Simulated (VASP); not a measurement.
Input of a VASP 6.6.1 run:

Contents of INCAR:

```
PREC = Accurate
ENCUT = 600
EDIFF = 1E-6
ISMEAR = -1
SIGMA = 0.02
LREAL = F
LASPH = T
NELM = 100
ALGO = Normal
ISIF = 3
LWAVE = F
LCHARG = F
GGA = PE
IBRION = 2
NSW = 80
EDIFFG = -0.005
```

The input KPOINTS:

```
Automatic mesh
0
Gamma
  8 8 8
```

The input POSCAR:

```
ZnCu
1.0
    2.9450000000      0.0000000000      0.0000000000
    0.0000000000      2.9450000000      0.0000000000
    0.0000000000      0.0000000000      2.9450000000
Zn Cu
1 1
Direct
    0.5000000000      0.5000000000      0.5000000000
    0.0000000000      0.0000000000      0.0000000000
```

Potentials or basis: VASP PAW PBE potentials, release 64 (Zn, Cu).

Launch:

```console
$ cat potpaw_PBE.64/Zn/POTCAR potpaw_PBE.64/Cu/POTCAR > POTCAR
$ mpirun -np 1 vasp_std > vasp.out
```

Q: Estimate the space group after relaxing (to 0.05 Å).

A: Pm-3m (No. 221).

Q: What does it give for the relaxed volume?

A: 13.11 Å³/atom.

Final structure:
```xyz
2
Lattice="2.9712 0.0000 0.0000 0.0000 2.9712 0.0000 0.0000 0.0000 2.9712" Properties=species:S:1:pos:R:3 pbc="T T T"
Zn    1.4856    1.4856    1.4856
Cu    0.0000    0.0000    0.0000
```

PBE usually gives volumes a little too large and moduli too small. Zero-point motion and thermal expansion aren't in these numbers.
